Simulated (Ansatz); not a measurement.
Formation energy of ZrC in the WC-type structure

Level of theory: DFT, r²SCAN, scalar-relativistic, no spin polarisation; plane waves to 500 eV with PAW datasets (Ansatz 0.2.0), 12×12×12 k-mesh, Gaussian smearing of 0.05 eV; PAW files: Ansatz's generated set soft_2.

This is a trial structure; measured cells of the compound in the Crystallography Open Database are in space group Fm-3m (rock salt).

Symmetry: P-6m2, No. 187, hexagonal system. Conventional cell: a = 3.273 Å, b = 3.273 Å, c = 2.931 Å, α = 90.00°, β = 90.00°, γ = 120.00°. Zr (site symmetry -6m2) has 6 C at 2.39 Å as nearest neighbours. C (site symmetry -6m2) has 6 Zr at 2.39 Å as nearest neighbours. (Shells end 15 % past the nearest neighbour.)

The elements were computed in their standard states with the same datasets, cutoff and functional. Total energies depend on the potentials used, so only differences within one code and one set of settings carry meaning.

Energy of the relaxed cell (2 atoms, smearing extrapolated to zero): -4447.190 eV. Elements, in eV/atom: Zr -4195.023, C -251.670.

Q: What is the formation energy?

A: [-4447.190 − (1 × -4195.023 + 1 × -251.670)] / 2 = -0.25 eV/atom, or -24 kJ per mole of atoms.

The value is for 0 K, without zero-point energy. A negative value shows stability against the elements alone, not against other compounds or structures.
